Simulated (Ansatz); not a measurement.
Crystal: Fe.

```
Fe
1.0
     0.00000    1.94174    1.96511
     1.49844    0.00000    1.96511
     1.49844    1.94174    0.00000
Fe
1
Direct
  0.00000 0.00000 0.00000
```

| Property | Result |
| --- | --- |
| Program | Ansatz 0.2.0 |
| Task | relaxation of cell and atoms |
| Functional | PBEsol |
| Dispersion | D4 |
| Potentials or basis | Ansatz PAW |
| Cutoff | 420 eV (not typed: the program's choice for these potentials) |
| k mesh | 13 × 13 × 13 |
| Occupations | fermi-dirac, width 0.05 eV |
| Spin | collinear spin, ferromagnetic start |
| Starting moments | [3.0] μB |

At the start: volume 11.44 Å³/atom.

Q: Where does the relaxation end?

A: It ends after 6 steps and the volume is 10.66 Å³/atom (-6.8 %); space group Im-3m (No. 229, to 0.05 Å); moment 2.04 μB per cell.

Step by step:
```tsv
step	energy change (eV)	largest force (eV/Å)	volume (Å³)
1	0.0000	0.0000	11.44
2	-0.0398	0.0000	10.99
3	-0.0536	0.0000	10.54
4	-0.0546	0.0000	10.66
5	-0.0547	0.0000	10.66
6	-0.0542	0.0000	10.66
```

Final structure:
```xyz
1
Lattice="0.0000 1.9602 1.9604 1.3865 0.0000 1.9604 1.3865 1.9602 0.0000" Properties=species:S:1:pos:R:3 pbc="T T T"
Fe    0.0000    0.0000    0.0000
```

Caveat: the plane-wave basis is chosen anew once the cell has moved, so the energies of steps on either side of that aren't comparable; pairwise dispersion overbinds metals, which lowers pressure and volume; the PAW data sets come from PBE, with cores solved anew for the run's functional, which leaves a small shift of forces and pressure.
